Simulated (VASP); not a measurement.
# Si (Fd-3m) in VASP: a series of runs

The runs below take Si through relaxation of cell and atoms, relaxation of the atoms, with LDA.

All numbers are computed with VASP 6.6.1; they aren't measurements. Logs are shortened: lines on timing, memory, paths and dates and some standing lists are left out, and cuts for length are marked.

## 1. The structure

Symmetry: Fd-3m, No. 227, cubic system. The conventional cell has a = 5.427 Å, b = 5.427 Å, c = 5.427 Å, α = 90.00°, β = 90.00°, γ = 90.00°. Around Si (site symmetry -43m) lie 4 Si at 2.35 Å.

## 2. Relaxation of cell and atoms, LDA

Input file INCAR:

```
  ALGO = Normal
  EDIFF = 1E-6
  EDIFFG = -0.01
  ENCUT = 600
  IBRION = 2
  ISIF = 3
  ISMEAR = 0
  LASPH = T
  LCHARG = F
  LREAL = F
  LWAVE = F
  NELM = 80
  NSW = 90
  PREC = Accurate
  SIGMA = 0.03
```

Input file KPOINTS:

```
k-points
0
Gamma
  10 10 10
```

Input file POSCAR:

```
Si
1.0
    0.0000000000      2.7135600000      2.7135600000
    2.7135600000      0.0000000000      2.7135600000
    2.7135600000      2.7135600000      0.0000000000
Si
2
Direct
    0.7500000000      0.7500000000      0.7500000000
    0.5000000000      0.5000000000      0.5000000000
```

Potentials or basis: VASP PAW LDA potentials, release 64 (Si).

Command:

```sh
$ cat potpaw_LDA.64/Si/POTCAR > POTCAR
$ mpirun -np 1 vasp_std > vasp.out
```

OUTCAR:

```text
EDIFF = 1E-6
   EDIFFG = -0.01
   ENCUT = 600
   IBRION = 2
   ISIF = 3
   ISMEAR = 0
   LASPH = T
   LREAL = F
   NELM = 80
   NSW = 90
   PREC = Accurate

 ion  position               nearest neighbor table
   1  0.750  0.750  0.750-   2 2.35   2 2.35   2 2.35   2 2.35
   2  0.500  0.500  0.500-   1 2.35   1 2.35   1 2.35   1 2.35

  LATTYP: Found a face centered cubic cell.
 ALAT       =     5.4271200000

  Lattice vectors:

 A1 = (   0.0000000000,   2.7135600000,   2.7135600000)
 A2 = (   2.7135600000,   0.0000000000,   2.7135600000)
 A3 = (   2.7135600000,   2.7135600000,   0.0000000000)

Analysis of symmetry for initial positions (statically):
=====================================================================
 Subroutine PRICEL returns:
 Original cell was already a primitive cell.

 Routine SETGRP: Setting up the symmetry group for a
 face centered cubic supercell.

 Subroutine GETGRP returns: Found 48 space group operations
 (whereof 24 operations were pure point group operations)
 out of a pool of 48 trial point group operations.

The static configuration has the point symmetry T_d .
 The point group associated with its full space group is O_h .

Analysis of symmetry for dynamics (positions and initial velocities):
=====================================================================
 Subroutine PRICEL returns:
 Original cell was already a primitive cell.

 Routine SETGRP: Setting up the symmetry group for a
 face centered cubic supercell.

 Subroutine GETGRP returns: Found 48 space group operations
 (whereof 24 operations were pure point group operations)
 out of a pool of 48 trial point group operations.

The dynamic configuration has the point symmetry T_d .
 The point group associated with its full space group is O_h .

 Subroutine INISYM returns: Found 48 space group operations
 (whereof 24 operations are pure point group operations),
 and found     1 'primitive' translations

----------------------------------------------------------------------------------------

                                     Primitive cell

  volume of cell :      39.9621

  direct lattice vectors                    reciprocal lattice vectors
     0.000000000  2.713560000  2.713560000    -0.184259792  0.184259792  0.184259792
     2.713560000  0.000000000  2.713560000     0.184259792 -0.184259792  0.184259792
     2.713560000  2.713560000  0.000000000     0.184259792  0.184259792 -0.184259792

  length of vectors
     3.837553354  3.837553354  3.837553354     0.319147321  0.319147321  0.319147321

  position of ions in fractional coordinates (direct lattice)
     0.750000000  0.750000000  0.750000000
     0.500000000  0.500000000  0.500000000

  ion indices of the primitive-cell ions
   primitive index   ion index
                 1           1
                 2           2

----------------------------------------------------------------------------------------

 KPOINTS: k-points

Automatic generation of k-mesh.
 Grid dimensions read from file:
 generate k-points for:   10   10   10

 Generating k-lattice:

  Cartesian coordinates                     Fractional coordinates (reciprocal lattice)
    -0.018425979  0.018425979  0.018425979     0.100000000  0.000000000  0.000000000
     0.018425979 -0.018425979  0.018425979     0.000000000  0.100000000  0.000000000
     0.018425979  0.018425979 -0.018425979     0.000000000  0.000000000  0.100000000

  Length of vectors
     0.031914732  0.031914732  0.031914732

  Shift w.r.t. Gamma in fractional coordinates (k-lattice)
     0.000000000  0.000000000  0.000000000

 Subroutine IBZKPT returns following result:
 ===========================================

 Found     47 irreducible k-points:

 Following reciprocal coordinates:
            Coordinates               Weight
  0.000000  0.000000  0.000000      1.000000
  0.100000  0.000000  0.000000      8.000000
  0.200000  0.000000  0.000000      8.000000
  0.300000  0.000000  0.000000      8.000000
  0.400000  0.000000  0.000000      8.000000
  0.500000  0.000000  0.000000      4.000000
[... 16 lines left out ...]
  0.300000  0.300000  0.000000      6.000000
  0.400000  0.300000  0.000000     24.000000
 [... further k-points ...]
   k-points           NKPTS =     47   k-points in BZ     NKDIM =     47   number of bands    NBANDS=      8
   number of dos      NEDOS =    301   number of ions     NIONS =      2
   total plane-waves  NPLWV =  32768
   dimension x,y,z NGX =    32 NGY =   32 NGZ =   32
   dimension x,y,z NGXF=    64 NGYF=   64 NGZF=   64
   ions per type =               2
   NGX,Y,Z   is equivalent  to a cutoff of  13.86, 13.86, 13.86 a.u.
   NGXF,Y,Z  is equivalent  to a cutoff of  27.73, 27.73, 27.73 a.u.
 SYSTEM =  unknown system
   PREC   = accura    normal or accurate (medium, high low for compatibility)
   ISTART =      0    job   : 0-new  1-cont  2-samecut
   ICHARG =      2    charge: 1-file 2-atom 10-const
   ISPIN  =      1    spin polarized calculation?
   LNONCOLLINEAR =      F non collinear calculations
   LSORBIT =      F    spin-orbit coupling
   LASPH  =      T    aspherical Exc in radial PAW
   ENCUT  =  600.0 eV  44.10 Ry    6.64 a.u.   7.66  7.66  7.66*2*pi/ulx,y,z
   NELM   =     80;   NELMIN=  2; NELMDL= -5     # of ELM steps
   EDIFF  = 0.1E-05   stopping-criterion for ELM
   LREAL  =      F    real-space projection
   EDIFFG = -.1E-01   stopping-criterion for IOM
   NSW    =     90    number of steps for IOM
   IBRION =      2    ionic relax: 0-MD 1-quasi-New 2-CG
   NFREE  =      1    steps in history (QN), initial steepest desc. (CG)
   ISIF   =      3    stress and relaxation
   ISYM   =      2    0-nonsym 1-usesym 2-fastsym
   POTIM  = 0.5000    time-step for ionic-motion
   TEBEG  =    0.0;   TEEND  =   0.0 temperature during run
   PSTRESS=    0.0 pullay stress
   NELECT =       8.0000    total number of electrons
   NUPDOWN=      -1.0000    fix difference up-down
   EMIN   =  10.00;   EMAX   =-10.00  energy-range for DOS
   EFERMI =   0.00;   METHOD = LEGACY
   ISMEAR =     0;   SIGMA  =   0.03  broadening in eV -4-tet -1-fermi 0-gaus
   EFERMI_NEDOS =   21; number of points for ismear=-14 and -15
   IALGO  =     38    algorithm
   IMIX   =      4    mixing-type and parameters
     AMIX     =   0.40;   BMIX     =  1.00
     AMIX_MAG =   1.60;   BMIX_MAG =  1.00
  volume/ion in A,a.u.               =      19.98       134.84
  Fermi-wavevector in a.u.,A,eV,Ry     =   0.957684  1.809760 12.478691  0.917158
  Thomas-Fermi vector in A             =   2.086724
   LORBIT       =      0    0 simple, 1 ext, 2 COOP (PROOUT), +10 PAW based schemes
   GGA     = CA    functional components
   LHFCALC =     F    Hartree Fock is set to
   AEXX    =    0.0000 exact exchange contribution
   IVDW    =     0    specifies the selected vdW correction
   LEPSILON=     F    determine dielectric tensor
   LRPA    =     F    only Hartree local field effects (RPA)
 conjugate gradient relaxation of ions
 non-spin polarized calculation
 Gauss-broadening in eV      SIGMA  =   0.03
  energy-cutoff  :      600.00
  volume of cell :       39.96
 maximum number of plane-waves:      1363
   NGX = 15   NGY = 15   NGZ = 15

--------------------------------------- Ionic step        1  -------------------------------------------

 number of electron       7.9999999 magnetization

 Free energy of the ion-electron system (eV)
  ---------------------------------------------------
  ext. energy  EPLUGINS =         0.00000000
  ---------------------------------------------------
  free energy    TOTEN  =       -11.91720497 eV

  energy without entropy =      -11.91720497  energy(sigma->0) =      -11.91720497

------------------------ aborting loop because EDIFF is reached ----------------------------------------

  FORCE on cell =-STRESS in cart. coord.  units (eV):
  Direction    XX          YY          ZZ          XY          YZ          ZX
  --------------------------------------------------------------------------------------
  -------------------------------------------------------------------------------------
  Total       -0.3134446     -0.3134446     -0.3134446      0.0000000      0.0000000     -0.0000000
  in kB      -12.5667524    -12.5667524    -12.5667524      0.0000000      0.0000000     -0.0000000
  external PRESSURE =     -12.5667524 kB  Pullay stress =       0.0000000 kB
[... 57 lines left out ...]
  energy  without entropy=      -11.9182566695  energy(sigma->0) =      -11.91825667

--------------------------------------- Ionic step        3  -------------------------------------------

 number of electron       7.9999999 magnetization

 Free energy of the ion-electron system (eV)
  ---------------------------------------------------
  ext. energy  EPLUGINS =         0.00000000
  ---------------------------------------------------
  free energy    TOTEN  =       -11.91931445 eV

  energy without entropy =      -11.91931445  energy(sigma->0) =      -11.91931445

 E-fermi :   6.0917     XC(G=0):  -9.6635

 val. band max:        5.9277137000   @ k =   0.0000   0.0000   0.0000
 cond. band min:       6.3809972367   @ k =   0.4000   0.4000   0.0000
 fundamental gap:      0.4532835367
 Fermi energy:         6.0917120873

 k-point     1 :       0.0000    0.0000    0.0000
  band No.  band energies     occupation
      1      -6.1350      2.00000
      2       5.9277      2.00000
      3       5.9277      2.00000
      4       5.9277      2.00000
      5       8.4582      0.00000
      6       8.4582      0.00000
      7       8.4582      0.00000
      8       9.3131      0.00000
[... 243 lines left out ...]
 k-point    24 :       0.4000    0.3000    0.0000
  band No.  band energies     occupation
      1      -3.9430      2.00000
      2       0.4861      2.00000
      3       3.0150      2.00000
      4       3.4570      2.00000
      5       6.8657      0.00000
      6       8.0598      0.00000
      7      12.8745      0.00000
      8      12.9905      0.00000

 [... further k-points ...]
[... 5 lines left out ...]
  --------------------------------------------------------------------------------------
  -------------------------------------------------------------------------------------
  Total        0.0002802      0.0002802      0.0002802      0.0000000      0.0000000      0.0000000
  in kB        0.0113852      0.0113852      0.0113852      0.0000000      0.0000000      0.0000000
  external PRESSURE =       0.0113852 kB  Pullay stress =       0.0000000 kB
[... 17 lines left out ...]
  FREE ENERGIE OF THE ION-ELECTRON SYSTEM (eV)
  ---------------------------------------------------
  free  energy   TOTEN  =       -11.9193144521 eV

  energy  without entropy=      -11.9193144521  energy(sigma->0) =      -11.91931445

 reached required accuracy - stopping structural energy minimisation
```

It took 9 s on 1 thread of Intel Xeon 6975P-C (Granite Rapids), shared host; peak memory 0.15 GiB.

What came out:

```
Free energy                            : -11.9193 eV
Relaxed volume                         : 19.72 Å³/atom
Relaxed cell                           : a = 3.820 Å, b = 3.820 Å, c = 3.820 Å, α = 60.00°, β = 60.00°, γ = 60.00°
Space group after relaxing (to 0.05 Å) : Fd-3m (No. 227)
Energy gained by relaxing              : 1.1 meV/atom
Ionic steps                            : 3
Pressure after relaxing                : 0.0 GPa
Band gap on the k mesh                 : 0.45 eV, indirect (least direct gap 2.53 eV)
```

Step by step:
```
step  energy change (eV)  largest force (eV/Å)  pressure (GPa)  volume (Å³)
   1              0.0000                0.0000           -1.26        39.96
   2             -0.0011                0.0000            0.93        39.06
   3             -0.0021                0.0000            0.00        39.43
```

Final structure:
```xyz
2
Lattice="0.0000 2.7015 2.7015 2.7015 0.0000 2.7015 2.7015 2.7015 0.0000" Properties=species:S:1:pos:R:3 pbc="T T T"
Si    4.0522    4.0522    4.0522
Si    2.7015    2.7015    2.7015
```

Levels at points of the mesh, in eV from the valence-band top:
```tsv
k point	band 1	band 2	band 3	band 4	band 5	band 6	band 7	band 8
(0.00, 0.00, 0.00)	-12.06	0.00	0.00	0.00	2.53	2.53	2.53	3.39
(0.50, 0.00, 0.00)	-9.69	-7.06	-1.21	-1.21	1.48	3.29	3.29	7.54
(0.50, 0.50, 0.00)	-7.86	-7.86	-2.89	-2.89	0.57	0.57	10.11	10.11
```

## 3. Relaxation of cell and atoms, LDA

This run uses another cell than the first one, of 19.72 Å³/atom, 0.987 times its volume.

Changes to INCAR since step 2:

```diff
@@ -1,4 +1,4 @@
   ALGO = Normal
-  EDIFF = 1E-6
-  EDIFFG = -0.01
+  EDIFF = 1E-7
+  EDIFFG = -0.005
   ENCUT = 600
```

KPOINTS is that of step 2.

Input file POSCAR:

```
Si                                      
1.0
    0.0000000000      2.7014939879      2.7014939879
    2.7014939879      0.0000000000      2.7014939879
    2.7014939879      2.7014939879     -0.0000000000
  Si            
     2
Direct
     0.7500000000000000    0.7500000000000000    0.7500000000000000
     0.5000000000000000    0.5000000000000000    0.5000000000000000
```

Potentials or basis: VASP PAW LDA potentials, release 64 (Si).

Command:

```sh
$ cat potpaw_LDA.64/Si/POTCAR > POTCAR
$ mpirun -np 1 vasp_std > vasp.out
```

It took 4.9 s on 1 thread of Intel Xeon 6975P-C (Granite Rapids), shared host; peak memory 0.15 GiB.

The run converged. Its results:

- Free energy: -11.9193 eV
- Pressure after relaxing: 0.0 GPa
- Band gap on the k mesh: 0.45 eV, indirect (least direct gap 2.53 eV)

Final structure:
```yaml
crystal:
  lattice:
    - [0.00000, 2.70149, 2.70149]
    - [2.70149, 0.00000, 2.70149]
    - [2.70149, 2.70149, 0.00000]
  atoms:
    - { symbol: Si, position: [0.75000, 0.75000, 0.75000] }
    - { symbol: Si, position: [0.50000, 0.50000, 0.50000] }
```

Levels at points of the mesh, in eV from the valence-band top:
| k point | band 1 | band 2 | band 3 | band 4 | band 5 | band 6 | band 7 | band 8 |
| --- | --- | --- | --- | --- | --- | --- | --- | --- |
| (0.00, 0.00, 0.00) | -12.06 | 0.00 | 0.00 | 0.00 | 2.53 | 2.53 | 2.53 | 3.39 |
| (0.50, 0.00, 0.00) | -9.69 | -7.06 | -1.21 | -1.21 | 1.48 | 3.29 | 3.29 | 7.54 |
| (0.50, 0.50, 0.00) | -7.86 | -7.86 | -2.89 | -2.89 | 0.58 | 0.58 | 10.11 | 10.11 |

Caveat: the relaxation stopped at its first step, so nothing moved.

(Continued in part 2 of 2.)
